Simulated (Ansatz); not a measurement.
One crystal and one scan (frozen-phonon scan) at two levels, PBE (plane waves to 420 eV, PAW, scalar-relativistic; Ansatz, a quantum-chemistry and plane-wave program) and r2SCAN (plane waves to 500 eV, PAW, scalar-relativistic; Ansatz), each from its own relaxed cell and on its own mesh. The cell shown is that of PBE.

CaF$_{2}$ (fluorite)

```yaml
crystal:
  lattice:
    - [0.00000, 5.51096, 5.51096]
    - [2.75548, 0.00000, 2.75548]
    - [2.75548, 2.75548, 0.00000]
  atoms:
    - { symbol: Ca, position: [0.00000, 0.00000, 0.00000] }
    - { symbol: Ca, position: [0.50000, 0.00000, 0.00000] }
    - { symbol: F, position: [0.12500, 0.25000, 0.25000] }
    - { symbol: F, position: [0.62500, 0.25000, 0.25000] }
    - { symbol: F, position: [0.37500, 0.75000, 0.75000] }
    - { symbol: F, position: [0.87500, 0.75000, 0.75000] }
```

The atoms are displaced by Q × the pattern below (from a DFPT mode at L = (0.5, 0.0, 0.0), largest move 1; Q in Å), at fixed cell. (q is in reciprocal vectors of the primitive cell; the cell shown is doubled to hold the pattern.)

```tsv
atom	x	y	z
Ca1	0.577	-0.577	-0.577
Ca2	-0.577	0.577	0.577
F3	-0.524	0.524	0.524
F4	0.524	-0.524	-0.524
F5	0.524	-0.524	-0.524
F6	-0.524	0.524	0.524
```

CaF2 was relaxed with its symmetry unable to fall. Percentages come from the unrounded values. Both scans cover Q from -0.100 to 0.100 Å.

Results of PBE:

| Item | Value |
|---|---|
| Lattice constant a (Å) | 5.511 |
| Band gap of the relaxed cell, no spin-orbit coupling (eV) | 7.14 |
| Energy at Q = 0.100 Å (meV/cell) | 297 |
| Harmonic wavenumber from the curvature (finite differences) (cm⁻¹ (negative: imaginary)) | 337 |
| Space group of the distorted cell | R-3m (No. 166), lowered from Fm-3m |
| Symmetry of the curve | even: the same for both signs |
| Shape of the curve | a single well with its minimum at or next to zero displacement |

Q: What does r2SCAN give for the same quantities?

A: 
```
quantity                                                                                  r2SCAN     PBE − r2SCAN
----------------------------------------------------------------------------------------  ------  ---------------
Lattice constant a (Å)                                                                     5.439  +0.072 (+1.3 %)
Band gap of the relaxed cell, no spin-orbit coupling (eV)                                   8.03    -0.89 (-11 %)
Energy at Q = 0.100 Å (meV/cell)                                                             318     -21 (-6.7 %)
Harmonic wavenumber from the curvature (finite differences) (cm⁻¹ (negative: imaginary))     352     -15 (-4.2 %)
```

PBE gives the higher value for: lattice constant a. PBE gives the lower value for: band gap of the relaxed cell, no spin-orbit coupling; energy at Q = 0.100 Å; harmonic wavenumber from the curvature. Both give the same space group of the distorted cell: R-3m (No. 166), lowered from Fm-3m. Neither level is exact: the differences show how much the result hangs on the functional.

(For displaced atoms, the force is minus the slope of the energy, and its curvature is a force constant, which sets phonon frequencies.)
